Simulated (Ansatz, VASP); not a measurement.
**HgTe in VASP and in Ansatz**

INCAR

```
SYSTEM = HgTe
ALGO = Normal ; EDIFF = 1E-6
ENCUT = 520 ; GGA = PE
ISIF = 2 ; ISMEAR = -1
LASPH = .TRUE. ; LCHARG = .TRUE.
LELF = .TRUE. ; LREAL = .FALSE.
LVHAR = .TRUE. ; LWAVE = .FALSE.
NBANDS = 16 ; NELM = 80
PREC = Accurate ; SIGMA = 0.08
```

File KPOINTS:

```
k-points
0
G
  10 10 10
  0 0 0
```

Contents of POSCAR:

```
HgTe
1.0
    0.0000000000      2.9215000000      2.9799300000
    2.9215000000      0.0000000000      2.9799300000
    2.9215000000      2.9215000000      0.0000000000
Hg Te
1 1
Direct
    0.0000000000      0.0000000000      0.0000000000
    0.5000000000      0.5000000000      0.5000000000
```

Input for Ansatz:

```yaml
crystal:
  lattice:
    - [0.0, 2.9215, 2.97993]
    - [2.9215, 0.0, 2.97993]
    - [2.9215, 2.9215, 0.0]
  atoms:
    - { symbol: Hg, position: [0.0, 0.0, 0.0] }
    - { symbol: Te, position: [0.5, 0.5, 0.5] }
kpoints:
  mp_grid: { grid: [10, 10, 10] }
  band_path:
    path:
      - [0.0, 0.0, 0.0]
      - [0.0, 0.5, 0.5]
      - [0.25, 0.75, 0.5]
      - [0.0, 0.5, 0.0]
      - [0.0, 0.0, 0.0]
      - [0.5, 0.5, 0.0]
      - [0.3701460977, 0.6298539023, 0.0]
      - [-0.3701460977, 0.3701460977, 0.0]
      - [0.0, 0.0, 0.0]
    npoints: 5
scf:
  occupations: { method: fermi_dirac, width: 0.08 }
hamiltonian:
  xc: pbe
  pseudopotentials: { kind: all_electron, lapw: { basis_error: 0.001 } }
output:
  forces: true
  stress: true
  eigenvalues: true
```

Change from the starting cell: zz strain of +2 %.

Alike in both runs: task single point; functional PBE; k mesh 10 × 10 × 10; occupations fermi-dirac, width 0.08 eV; no spin polarisation.

```csv
,VASP,Ansatz
version,VASP 6.6.1,Ansatz 0.2.0
potentials or method,"VASP PAW PBE potentials, release 64 (Hg, Te)","all-electron LAPW, scalar-relativistic"
plane-wave cutoff (eV),520,see its input
```

|  | VASP | Ansatz | Ansatz less VASP |
| --- | --- | --- | --- |
| pressure (GPa) | 8.8 | 8.6 | -0.22 |
| largest component of the traceless stress (GPa) | 1.66 | 1.62 | -0.036 |

Ansatz ran all-electron here, so the differences hold the error of VASP's frozen core and of both bases.

The runs have no spin-orbit coupling, so splittings on Hg, Te are missing.
